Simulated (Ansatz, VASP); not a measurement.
Pb in VASP and in Ansatz

INCAR

```
SYSTEM = Pb
  PREC = Accurate
  ENCUT = 600
  EDIFF = 1E-7
  ISMEAR = 0
  SIGMA = 0.1
  LREAL = .False.
  LASPH = .True.
  NELM = 100
  ALGO = Normal
  ISIF = 3
  LWAVE = .False.
  LCHARG = .False.
  GGA = PE
  IBRION = 2
  NSW = 100
  EDIFFG = -0.01
```

Contents of KPOINTS:

```
regular mesh
0
Gamma
  9 9 14
  0 0 0
```

Contents of POSCAR:

```
Pb
1.0
    5.6802392589      0.0000000000      0.0000000000
   -2.8401196294      4.9192314977      0.0000000000
    0.0000000000      0.0000000000      3.4471254643
Pb
3
Direct
    0.0000000000      0.0000000000      0.0000000000
    0.3333333333      0.6666666667      0.5000000000
    0.6666666667      0.3333333333      0.5000000000
```

Input for Ansatz:

```yaml
crystal:
  lattice:
    - [5.6802392589, 0.0, 0.0]
    - [-2.8401196294, 4.9192314977, 0.0]
    - [0.0, 0.0, 3.4471254643]
  atoms:
    - { symbol: Pb, position: [0.0, 0.0, 0.0] }
    - { symbol: Pb, position: [0.3333333333, 0.6666666667, 0.5] }
    - { symbol: Pb, position: [0.6666666667, 0.3333333333, 0.5] }
basis:
  ecutwfc: 420
kpoints:
  mp_grid: { grid: [9, 9, 14] }
hamiltonian:
  xc: pbe
scf:
  occupations: { method: gaussian, width: 0.1 }
output:
  forces: true
  stress: true
  eigenvalues: true
relax:
  adjacent_minimum: "off"
  f_tol: 0.01
  max_steps: 80
  cell: { stress_tol: 0.05 }
```

Alike in both runs: task relaxation of cell and atoms; functional PBE; k mesh 9 × 9 × 14; occupations gaussian, width 0.1 eV; no spin polarisation.

|  | VASP | Ansatz |
| --- | --- | --- |
| version | VASP 6.6.1 | Ansatz 0.2.0 |
| potentials or method | VASP PAW PBE potentials, release 64 (Pb_d) | scalar-relativistic, plane waves, PAW |
| plane-wave cutoff (eV) | 600 | 420 |
| valence electrons in the cell | 42 | 42 |

```csv
,VASP,Ansatz,Ansatz less VASP
"gap on the k mesh at the Fermi level, each at its own relaxed structure (eV)",none,none,-
relaxed volume (Å³/atom),32.11,32.11,0.000
relaxed cell length with the largest relative difference (Å),3.447,3.447,0.0000
```

A gap of «none» marks a metal or a gap that the smearing closes.

Caveats: the relaxation stopped at its first step, so nothing moved. Spin-orbit coupling is left out, which matters for the levels of Pb.
